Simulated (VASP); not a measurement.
Input of a VASP 6.6.1 run:

INCAR

```
SYSTEM = In
ALGO = Normal ; EDIFF = 1E-6
EDIFFG = -0.01 ; ENCUT = 600
GGA = PS ; IBRION = 2
ISIF = 3 ; ISMEAR = -1
LASPH = .True. ; LCHARG = .False.
LREAL = .False. ; LWAVE = .False.
NELM = 100 ; NSW = 80
PREC = Accurate ; SIGMA = 0.1
```

KPOINTS

```
k-points
0
Gamma
  12 12 12
  0 0 0
```

Contents of POSCAR:

```
In
1.0
   -1.8696844469      1.8696844469      1.8696844469
    1.8696844469     -1.8696844469      1.8696844469
    1.8696844469      1.8696844469     -1.8696844469
In
1
Direct
    0.0000000000      0.0000000000      0.0000000000
```

Potentials or basis: VASP PAW PBE potentials, release 64 (In_d).

Run with:

```bash
$ cat potpaw_PBE.64/In_d/POTCAR > POTCAR
$ mpirun -np 1 vasp_std > vasp.out
```

(1) Predict the band gap on the k mesh.

(2) Estimate the space group after relaxing (to 0.05 Å).

(3) Estimate the relaxed volume.

(4) Predict the relaxed cell.

Results:

(1) none (metal or under the smearing width).

(2) Im-3m (No. 229).

(3) 25.87 Å³/atom.

(4) a = 3.227 Å, b = 3.227 Å, c = 3.227 Å, α = 109.47°, β = 109.47°, γ = 109.47°.

Caveat: the PAW data sets were made with another functional, which shifts forces and pressure a little.
